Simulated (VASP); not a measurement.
TiSe2: single point with PBE

Crystal: TiSe2.

```
Ti Se
1.0
     3.54000    0.00000    0.00000
    -1.77000    3.06573    0.00000
     0.00000    0.00000    6.00800
Ti Se
1 2
Direct
  0.00000 0.00000 0.00000
  0.33333 0.66667 0.25583
  0.66667 0.33333 0.74417
```

The cell was built by a generator and needn't be a form met in nature.

```yaml
Program: VASP 6.6.1
Task: single point
Functional: PBE
Potentials_or_basis: VASP PAW PBE potentials, release 64 (Ti_sv, Se)
Cutoff: 520 eV
k_mesh: 16 × 16 × 8
Occupations: fermi-dirac, width 0.03 eV
Spin: no spin polarisation
```

| Quantity | Value |
| --- | --- |
| Pressure | 1.2 GPa |
| Largest force | 0.018 eV/Å |
| Band gap on the k mesh | none (metal or under the smearing width) |

Forces in eV/Å, atoms in the order of the input:
```
Ti   0.000  0.000  0.000
Se   0.000  0.000  0.018
Se   0.000  0.000 -0.018
```

Stress tensor (GPa, compression positive):
```
0.82 0.00 0.00
0.00 0.82 0.00
0.00 0.00 1.92
```

Levels at points of the mesh, in eV from the Fermi level:
```
           k point  band 10  band 11  band 12  band 13  band 14  band 15
(0.00, 0.00, 0.00)     0.18     0.44     0.44     0.47     0.47     0.63
(0.50, 0.00, 0.00)    -2.71    -2.28    -1.39     0.08     1.32     1.71
(0.00, 0.00, 0.50)    -2.25     0.24     0.24     0.43     0.43     1.19
(0.50, 0.00, 0.50)    -2.49    -1.21    -0.99    -0.17     1.32     1.68
```

It took 15 min on 1 thread of Intel(R) Xeon(R) Platinum 8175M CPU @ 2.50GHz (Skylake/Cascade Lake), with other jobs on the host, peak memory 0.38 GiB.

Caveat: this functional lacks dispersion, which binds the layers, so the pressure and a relaxed spacing across them are unreliable.
